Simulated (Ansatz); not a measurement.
## Worked example: self-consistent single point of RuO₂ (Cmm2, 6 atoms in the cell) in Ansatz

Computed with PBEsol, default PAW files made with PBE (plane waves; Ansatz, a first-principles code).

Input as run:

Ansatz 0.2 input:
```yaml
crystal:
  lattice:
    - [4.503470, 0.000000, 0.000000]
    - [0.000000, 4.503470, 0.000000]
    - [0.000000, 0.000000, 3.119330]
  atoms:
    - { symbol: Ru, position_ang: [0.000000, 0.000000, 0.050000] }
    - { symbol: Ru, position_ang: [2.251735, 2.251735, 1.559665] }
    - { symbol: O, position_ang: [1.378062, 1.378062, 0.000000] }
    - { symbol: O, position_ang: [3.629797, 0.873673, 1.559665] }
    - { symbol: O, position_ang: [0.873673, 3.629797, 1.559665] }
    - { symbol: O, position_ang: [3.125408, 3.125408, 0.000000] }
basis:
  ecutwfc: 420.0
kpoints:
  mp_grid:
    grid: [5, 5, 8]
hamiltonian:
  xc: pbesol
  pseudopotentials:
    kind: paw
scf:
  occupations:
    method: gaussian
    width: 0.1
output:
  forces: true
  eigenvalues: true
  stress: true
```

The program printed (abridged):

```
WARN ansatz: RAYON_NUM_THREADS=1 ignored (pool sized by the plan → 1); use --threads N
Pseudopotentials: kind: paw
Pseudopotential: Ru, paw, valence charge 16
Pseudopotential: O, paw, valence charge 6
Crystal: 6 atoms, lattice volume = 63.264 Å³
Basis set: ecut = 420 eV, 1227 PW (Γ), exchange–correlation on 64×64×48 points (8 copies of the dense FFT grid, shifted against one another)
Bands: 34, of which v1, the nominal top of the filled ones, is band 28 counted from 1 (27 counted from 0)
Symmetry: 4 space group operations
Space group: Cmm2 (ITA 35), of the structure as read, at distance tolerance 4.0e-5 Å
k-points: 45 of 200 (time reversal used)
PAW frozen core: Ru, regenerated for the run's functional, and the local potential with it
PAW frozen core: O, regenerated for the run's functional, and the local potential with it
Initial density: superposition of atomic densities (neutral atoms: chi_scale 0, normalization atom), corrected by the library's trained network
Initial wavefunctions: pseudopotential atomic-orbital guess
Eigensolver: davidson
Functional: x = pbesol(κ = 0.804, μ = 0.12345679012345678), c = pbesol(β = 0.046)
SCF iter   1: F=—  HF=-13872.782664 eV  |F-HF|=—  |Δ(HF+E_count)|=         —  Δρ=2.10e-2  dr2=1.95e-1  ethr=1.77e-3  ⟨swp⟩=5.3  Hψ=5816  notcnv=0
all-band conjugate gradients solve this SCF's bands
preconditioner: auto → LDOS
SCF iter   2: F=—  HF=-13872.745344 eV  |F-HF|=—  |Δ(HF+E_count)|=   3.73e-2  Δρ=7.68e-3  dr2=2.11e-2  ethr=3.48e-4  ⟨swp⟩=2.1  Hψ=2918  notcnv=0  defer=57
SCF iter   3: F=—  HF=-13872.738812 eV  |F-HF|=—  |Δ(HF+E_count)|=   6.53e-3  Δρ=2.59e-3  dr2=2.61e-3  ethr=3.77e-5  ⟨swp⟩=2.0  Hψ=2946  notcnv=0  defer=57
SCF iter   4: F=—  HF=-13872.738197 eV  |F-HF|=—  |Δ(HF+E_count)|=   6.15e-4  Δρ=7.24e-4  dr2=2.97e-4  ethr=4.66e-6  ⟨swp⟩=2.8  Hψ=2922  notcnv=0  defer=57
SCF iter   5: F=—  HF=-13872.738147 eV  |F-HF|=—  |Δ(HF+E_count)|=   4.99e-5  Δρ=1.48e-4  dr2=8.73e-6  ethr=5.31e-7  ⟨swp⟩=2.1  Hψ=2026  notcnv=0  defer=57
SCF iter   6: F=—  HF=-13872.738157 eV  |F-HF|=—  |Δ(HF+E_count)|=   9.85e-6  Δρ=2.83e-5  dr2=4.65e-7  ethr=1.56e-8  ⟨swp⟩=2.2  Hψ=2326  notcnv=0  defer=57
SCF iter   7: F=-13872.738157 eV  HF=-13872.738157 eV  |F-HF|=7.22e-10  |Δ(HF+E_count)|=   7.69e-8  Δρ=7.44e-6  dr2=1.62e-8  ethr=1.79e-10  ⟨swp⟩=8.3  Hψ=6176  notcnv=0
SCF 1 converged in 7 iterations: F = -13872.738157 eV  dr2 = 1.62e-8
SCF converged after 7 iterations
Free energy (F): -13872.738157 eV
Harris-Foulkes:  -13872.738157 eV  (|F-HF|=7.22e-10)
Internal energy: -13872.716793 eV  (E = F + TS)
E sigma→0 (E₀):  -13872.727475 eV
Entropy (-TS):   -0.021364 eV (-3.561 meV/atom)
Fermi energy:    12.747015 eV
--- Per-component energies (eV) ---
  E_band       = -383.998650
  E_kinetic    = 1713.445432
  E_local      = -4760.866131  (includes V_loc(G=0)·N_el)
  E_nonlocal   = 884.072389
  E_hartree    = 1602.665299
  E_xc         = -663.232342
  E_vxc        = -842.031356  (∫ρ·V_xc dr)
  E_paw        = -7406.127039  (= ΣΔE_a)
  E_vpaw       = -583.955093  (= ΣTr[D̂ρ^β])
  E_aug_tail   = 0.009342  (compensation charges beyond the density's cutoff)
  E_ewald      = -5243.331486
  E_core_change = 0.647744  (= ΣΔE_core)
  E_smearing   = -0.021364  (= −TS)
  E_closure    = 0.000000  (closes the sum)
  Σ components = -13872.738157   (vs F -13872.738157, Δ=0.00e0)
--- Forces (eV/Å), atoms counted from 1 ---
  atom   1  Ru     0.00000000     0.00000000    -1.14477000
  atom   2  Ru     0.00000000     0.00000000    -0.14424450
  atom   3  O      0.02807383     0.02807383     0.13473877
  atom   4  O      0.00385170    -0.00385170     0.50976926
  atom   5  O     -0.00385170     0.00385170     0.50976926
  atom   6  O     -0.02807383    -0.02807383     0.13473877
  max |Σ_I F_I| component: 1.58e-6 eV/Å
--- Stress (GPa, compression-positive) ---
       -6.135809      -0.182078      -0.000000
       -0.182078      -6.135809       0.000000
       -0.000000      -0.000000      -7.910313
  P = ⅓ Tr σ = -6.7273 GPa (-67.273 kbar)
  The stress holds the Pulay correction. Without it, at fixed plane waves, as pw.x and ABINIT print it: P = -7.5698 GPa
--- Band table (eV; the first three rows and the last of 45) ---
  k-point 0: bands = ["-60.6783", "-60.6616", "-30.9660", "-30.9534", "-30.5505", "-30.5451", "-30.5304", "-30.5155", "-7.4019", "-6.3425", "-5.3875", "-5.3716", "4.2812", "4.3802", "5.5118", "5.9011", "5.9180", "8.4527", "8.5036", "8.5061", [...]
  k-point 1: bands = ["-60.6767", "-60.6602", "-30.9638", "-30.9512", "-30.5707", "-30.5465", "-30.5427", "-30.5264", "-7.2655", "-6.2695", "-5.4672", "-5.4516", "4.4337", "4.5891", "5.6744", "5.9556", "5.9714", "7.9919", "8.6670", "8.6690", [...]
  k-point 2: bands = ["-60.6729", "-60.6569", "-30.9586", "-30.9459", "-30.6318", "-30.6082", "-30.5369", "-30.5166", "-6.9080", "-6.1116", "-5.6544", "-5.6394", "4.8187", "5.1249", "6.1390", "6.1508", "6.1518", "7.1230", "8.1474", "8.7969", [...]
  k-point 44: bands = ["-60.6674", "-60.6521", "-30.9522", "-30.9406", "-30.7149", "-30.7004", "-30.5235", "-30.5035", "-6.1999", "-6.0056", "-5.9945", "-5.8205", "5.4450", "5.7327", "5.8281", "5.8775", "6.3978", "6.9404", "7.8981", "7.9157", [...]
```

The run converged in 7 iterations.

The starting cell has typed, rounded lattice constants, without a prior relaxation at this level. Its lattice was rescaled by up to half a per cent. One atom was moved a little off its site on purpose. Spin polarisation is off. With a pressure of about -7 GPa the cell is away from its equilibrium volume at this level. Forces in this geometry exceed 1 eV/Å. Ansatz's pressure includes its estimate of the finite-basis (Pulay) stress. Without the estimate this run gives -7.57 GPa.
